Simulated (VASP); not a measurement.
# HCl (Fmmm) in VASP: single point with PBEsol

Aim: the single point of HCl with PBEsol.

Everything below comes from runs of VASP 6.6.1. Logs are shortened: lines on timing, memory, paths and dates and some standing lists are left out, and cuts for length are marked.

## Step 1: The structure

It takes space group Fmmm (No. 69, orthorhombic). Conventional cell: a = 5.030 Å, b = 5.350 Å, c = 5.710 Å, α = 90.00°, β = 90.00°, γ = 90.00°. Around H (site symmetry mmm) lie 6 Cl at 2.52 to 2.85 Å. Cl (site symmetry mmm) is surrounded by 6 H at 2.52 to 2.85 Å.

## Step 2: Single point, PBEsol

Contents of INCAR:

```
PREC     = Accurate       # precision mode
ENCUT    = 520            # plane-wave cutoff, eV
EDIFF    = 1E-6           # SCF threshold, eV
ISMEAR   = 0              # smearing method
SIGMA    = 0.15           # smearing width, eV
LREAL    = F              # projectors in reciprocal space
LASPH    = T              # aspherical terms in the spheres
NELM     = 100            # most SCF steps
ALGO     = Fast           # electronic algorithm
ISIF     = 2              # what is computed and relaxed
LWAVE    = F              # write WAVECAR
LCHARG   = F              # write CHGCAR
GGA      = PS             # functional
NBANDS   = 11             # bands
```

Contents of KPOINTS:

```
regular mesh
0
Gamma
  16 16 16
```

Contents of POSCAR:

```
HCl
1.0
    0.0000000000      2.6750000000      2.8550000000
    2.5150000000      0.0000000000      2.8550000000
    2.5150000000      2.6750000000      0.0000000000
H Cl
1 1
Direct
    0.0000000000      0.0000000000      0.0000000000
    0.5000000000      0.5000000000      0.5000000000
```

Potentials or basis: VASP PAW PBE potentials, release 64 (H, Cl).

Launch:

```
$ cat potpaw_PBE.64/H/POTCAR potpaw_PBE.64/Cl/POTCAR > POTCAR
$ mpirun -np 1 vasp_std > vasp.out
```

OUTCAR:

```text
PREC = Accurate
   ENCUT = 520
   EDIFF = 1E-6
   ISMEAR = 0
   LREAL = F
   LASPH = T
   NELM = 100
   ISIF = 2
   GGA = PS

 ion  position               nearest neighbor table
   1  0.000  0.000  0.000-
   2  0.500  0.500  0.500-

  LATTYP: Found a face centered orthorhombic cell.
 ALAT       =     5.0300000000
 B/A-ratio  =     1.0636182903
 C/A-ratio  =     1.1351888668

  Lattice vectors:

 A1 = (   0.0000000000,   2.6750000000,   2.8550000000)
 A2 = (   2.5150000000,   0.0000000000,   2.8550000000)
 A3 = (   2.5150000000,   2.6750000000,   0.0000000000)

Analysis of symmetry for initial positions (statically):
=====================================================================
 Subroutine PRICEL returns:
 Original cell was already a primitive cell.

 Routine SETGRP: Setting up the symmetry group for a
 face centered orthorhombic supercell.

 Subroutine GETGRP returns: Found  8 space group operations
 (whereof  8 operations were pure point group operations)
 out of a pool of  8 trial point group operations.

The static configuration has the point symmetry D_2h.

Analysis of symmetry for dynamics (positions and initial velocities):
=====================================================================
 Subroutine PRICEL returns:
 Original cell was already a primitive cell.

 Routine SETGRP: Setting up the symmetry group for a
 face centered orthorhombic supercell.

 Subroutine GETGRP returns: Found  8 space group operations
 (whereof  8 operations were pure point group operations)
 out of a pool of  8 trial point group operations.

The dynamic configuration has the point symmetry D_2h.

 Subroutine INISYM returns: Found  8 space group operations
 (whereof  8 operations are pure point group operations),
 and found     1 'primitive' translations

----------------------------------------------------------------------------------------

                                     Primitive cell

  volume of cell :      38.4147

  direct lattice vectors                    reciprocal lattice vectors
     0.000000000  2.675000000  2.855000000    -0.198807157  0.186915888  0.175131349
     2.515000000  0.000000000  2.855000000     0.198807157 -0.186915888  0.175131349
     2.515000000  2.675000000  0.000000000     0.198807157  0.186915888 -0.175131349

  length of vectors
     3.912371404  3.804766747  3.671627704     0.324241922  0.324241922  0.324241922

  position of ions in fractional coordinates (direct lattice)
     0.000000000  0.000000000  0.000000000
     0.500000000  0.500000000  0.500000000

  ion indices of the primitive-cell ions
   primitive index   ion index
                 1           1
                 2           2

----------------------------------------------------------------------------------------

 KPOINTS: regular mesh

Automatic generation of k-mesh.
 Grid dimensions read from file:
 generate k-points for:   16   16   16

 Generating k-lattice:

  Cartesian coordinates                     Fractional coordinates (reciprocal lattice)
    -0.012425447  0.011682243  0.010945709     0.062500000  0.000000000  0.000000000
     0.012425447 -0.011682243  0.010945709     0.000000000  0.062500000  0.000000000
     0.012425447  0.011682243 -0.010945709     0.000000000  0.000000000  0.062500000

  Length of vectors
     0.020265120  0.020265120  0.020265120

  Shift w.r.t. Gamma in fractional coordinates (k-lattice)
     0.000000000  0.000000000  0.000000000

 Subroutine IBZKPT returns following result:
 ===========================================

 Found    621 irreducible k-points:

 Following reciprocal coordinates:
            Coordinates               Weight
  0.000000  0.000000  0.000000      1.000000
  0.062500 -0.000000  0.000000      8.000000
  0.125000 -0.000000  0.000000      8.000000
  0.187500 -0.000000  0.000000      8.000000
  0.250000 -0.000000  0.000000      8.000000
  0.312500 -0.000000  0.000000      8.000000
[... 16 lines left out ...]
 -0.125000  0.062500  0.000000      8.000000
 -0.062500  0.062500  0.000000      4.000000
 [... further k-points ...]
   k-points           NKPTS =    621   k-points in BZ     NKDIM =    621   number of bands    NBANDS=     11
   number of dos      NEDOS =    301   number of ions     NIONS =      2
   total plane-waves  NPLWV =  23520
   dimension x,y,z NGX =    30 NGY =   28 NGZ =   28
   dimension x,y,z NGXF=    60 NGYF=   56 NGZF=   56
   ions per type =               1   1
   NGX,Y,Z   is equivalent  to a cutoff of  12.75, 12.23, 12.68 a.u.
   NGXF,Y,Z  is equivalent  to a cutoff of  25.50, 24.47, 25.36 a.u.
 SYSTEM =  unknown system
   PREC   = accura    normal or accurate (medium, high low for compatibility)
   ISTART =      0    job   : 0-new  1-cont  2-samecut
   ICHARG =      2    charge: 1-file 2-atom 10-const
   ISPIN  =      1    spin polarized calculation?
   LNONCOLLINEAR =      F non collinear calculations
   LSORBIT =      F    spin-orbit coupling
   LASPH  =      T    aspherical Exc in radial PAW
   ENCUT  =  520.0 eV  38.22 Ry    6.18 a.u.   7.27  7.07  6.83*2*pi/ulx,y,z
   NELM   =    100;   NELMIN=  2; NELMDL= -5     # of ELM steps
   EDIFF  = 0.1E-05   stopping-criterion for ELM
   LREAL  =      F    real-space projection
   EDIFFG = 0.1E-04   stopping-criterion for IOM
   NSW    =      0    number of steps for IOM
   IBRION =     -1    ionic relax: 0-MD 1-quasi-New 2-CG
   NFREE  =      0    steps in history (QN), initial steepest desc. (CG)
   ISIF   =      2    stress and relaxation
   ISYM   =      2    0-nonsym 1-usesym 2-fastsym
   POTIM  = 0.5000    time-step for ionic-motion
   TEBEG  =    0.0;   TEEND  =   0.0 temperature during run
   PSTRESS=    0.0 pullay stress
   NELECT =       8.0000    total number of electrons
   NUPDOWN=      -1.0000    fix difference up-down
   EMIN   =  10.00;   EMAX   =-10.00  energy-range for DOS
   EFERMI =   0.00;   METHOD = LEGACY
   ISMEAR =     0;   SIGMA  =   0.15  broadening in eV -4-tet -1-fermi 0-gaus
   EFERMI_NEDOS =   21; number of points for ismear=-14 and -15
   IALGO  =     68    algorithm
   IMIX   =      4    mixing-type and parameters
     AMIX     =   0.40;   BMIX     =  1.00
     AMIX_MAG =   1.60;   BMIX_MAG =  1.00
  volume/ion in A,a.u.               =      19.21       129.62
  Fermi-wavevector in a.u.,A,eV,Ry     =   0.970373  1.833740 12.811579  0.941624
  Thomas-Fermi vector in A             =   2.100503
   LORBIT       =      0    0 simple, 1 ext, 2 COOP (PROOUT), +10 PAW based schemes
   GGA     = PS    functional components
   LHFCALC =     F    Hartree Fock is set to
   AEXX    =    0.0000 exact exchange contribution
   IVDW    =     0    specifies the selected vdW correction
   LEPSILON=     F    determine dielectric tensor
   LRPA    =     F    only Hartree local field effects (RPA)
 non-spin polarized calculation
 RMM-DIIS sequential band-by-band and
 Gauss-broadening in eV      SIGMA  =   0.15
  energy-cutoff  :      520.00
  volume of cell :       38.41
 maximum number of plane-waves:      1056
 NGX is ok and might be reduce to    30
   NGX = 15   NGY = 15   NGZ = 13

 number of electron       7.9999999 magnetization

 Free energy of the ion-electron system (eV)
  ---------------------------------------------------
  ext. energy  EPLUGINS =         0.00000000
  ---------------------------------------------------
  free energy    TOTEN  =        -3.26705148 eV

  energy without entropy =       -3.26404176  energy(sigma->0) =       -3.26554662

 E-fermi :  -1.7476     XC(G=0):  -8.0574

 val. band max:       -1.7585464499   @ k =   0.0000   0.4375   0.4375
 cond. band min:      -1.7387931400   @ k =   0.5000  -0.0000   0.4375
 fundamental gap:      0.0197533099
 Fermi energy:        -1.7475684823

 k-point     1 :       0.0000    0.0000    0.0000
  band No.  band energies     occupation
      1     -15.1051      2.00000
      2      -2.0342      1.99311
      3      -1.9101      1.87464
      4      -1.8563      1.69473
      5      -1.8089      1.43714
      6       9.5036      0.00000
      7      10.3318      0.00000
      8      10.8687      0.00000
      9      11.3297      0.00000
     10      12.8139      0.00000
     11      13.9077      0.00000

 k-point     2 :       0.0625   -0.0000    0.0000
  band No.  band energies     occupation
      1     -15.0887      2.00000
      2      -2.5201      2.00000
      3      -1.9418      1.93299
      4      -1.8389      1.61087
      5      -1.3469      0.00016
      6       9.3993      0.00000
      7      10.3149      0.00000
      8      10.7948      0.00000
      9      11.2745      0.00000
     10      12.5078      0.00000
     11      13.8351      0.00000

 k-point     3 :       0.1250   -0.0000    0.0000
  band No.  band energies     occupation
      1     -15.0411      2.00000
      2      -3.1019      2.00000
      3      -1.9529      1.94714
      4      -1.8792      1.78554
      5      -0.8217      0.00000
      6       8.9778      0.00000
      7      10.2608      0.00000
      8      10.6804      0.00000
      9      11.3221      0.00000
     10      12.1567      0.00000
     11      13.1331      0.00000

 k-point     4 :       0.1875   -0.0000    0.0000
  band No.  band energies     occupation
      1     -14.9682      2.00000
      2      -3.6611      2.00000
      3      -1.9706      1.96455
      4      -1.9365      1.92506
      5      -0.3480      0.00000
      6       8.2942      0.00000
      7      10.1734      0.00000
      8      10.6181      0.00000
      9      11.3109      0.00000
     10      12.2602      0.00000
     11      12.7265      0.00000
[... 239 lines left out ...]
 k-point    22 :      -0.1875    0.0625    0.0000
  band No.  band energies     occupation
      1     -14.9181      2.00000
      2      -3.9943      2.00000
      3      -2.0131      1.98770
      4      -1.9361      1.92453
      5      -0.0366      0.00000
      6       8.1636      0.00000
      7       9.7312      0.00000
      8      10.7732      0.00000
      9      11.1519      0.00000
     10      12.1358      0.00000
     11      12.9766      0.00000

 k-point    23 :      -0.1250    0.0625    0.0000
  band No.  band energies     occupation
      1     -14.9984      2.00000
      2      -3.4991      2.00000
      3      -1.9332      1.91992
      4      -1.9206      1.89721
      5      -0.4591      0.00000
      6       8.8975      0.00000
      7       9.9314      0.00000
      8      10.6549      0.00000
      9      11.3952      0.00000
     10      12.0415      0.00000
     11      12.7072      0.00000

 k-point    24 :      -0.0625    0.0625    0.0000
  band No.  band energies     occupation
      1     -15.0578      2.00000
      2      -2.9861      2.00000
      3      -1.9213      1.89848
      4      -1.8617      1.71822
      5      -0.9259      0.00000
      6       9.3548      0.00000
      7      10.3069      0.00000
      8      10.5085      0.00000
      9      11.2768      0.00000
     10      12.2950      0.00000
     11      13.1284      0.00000

 [... further k-points ...]
[... 5 lines left out ...]
  --------------------------------------------------------------------------------------
  -------------------------------------------------------------------------------------
  Total       -3.8693903     -2.4401345     -1.4960198     -0.0000000      0.0000000      0.0000000
  in kB     -161.3820552   -101.7715669    -62.3950366     -0.0000000      0.0000000      0.0000000
  external PRESSURE =    -108.5162196 kB  Pullay stress =       0.0000000 kB

 VOLUME and BASIS-vectors are now :
 -----------------------------------------------------------------------------
  energy-cutoff  :      520.00
  volume of cell :       38.41
      direct lattice vectors                 reciprocal lattice vectors
     0.000000000  2.675000000  2.855000000    -0.198807157  0.186915888  0.175131349
     2.515000000  0.000000000  2.855000000     0.198807157 -0.186915888  0.175131349
     2.515000000  2.675000000  0.000000000     0.198807157  0.186915888 -0.175131349

 POSITION                                       TOTAL-FORCE (eV/Angst)
 -----------------------------------------------------------------------------------
      0.00000      0.00000      0.00000         0.000000      0.000000      0.000000
      2.51500      2.67500      2.85500        -0.000000      0.000000      0.000000
 -----------------------------------------------------------------------------------
    total drift:                                0.000000     -0.000000      0.000000

  FREE ENERGIE OF THE ION-ELECTRON SYSTEM (eV)
  ---------------------------------------------------
  free  energy   TOTEN  =        -3.2670514759 eV

  energy  without entropy=       -3.2640417582  energy(sigma->0) =       -3.26554662
```

Run time: 2.6 min. Hardware: 1 thread of Intel Xeon 6975P-C (Granite Rapids), shared host; peak memory 0.34 GiB.

Results:

```yaml
Free_energy: -3.2671 eV
Pressure: -10.9 GPa
Band_gap_on_the_k_mesh: none (metal or under the smearing width)
```

Stress tensor (GPa, compression positive):
```
-16.14   0.00   0.00
  0.00 -10.18   0.00
  0.00   0.00  -6.24
```

Caveat: the PAW data sets were made with another functional, which shifts forces and pressure a little.
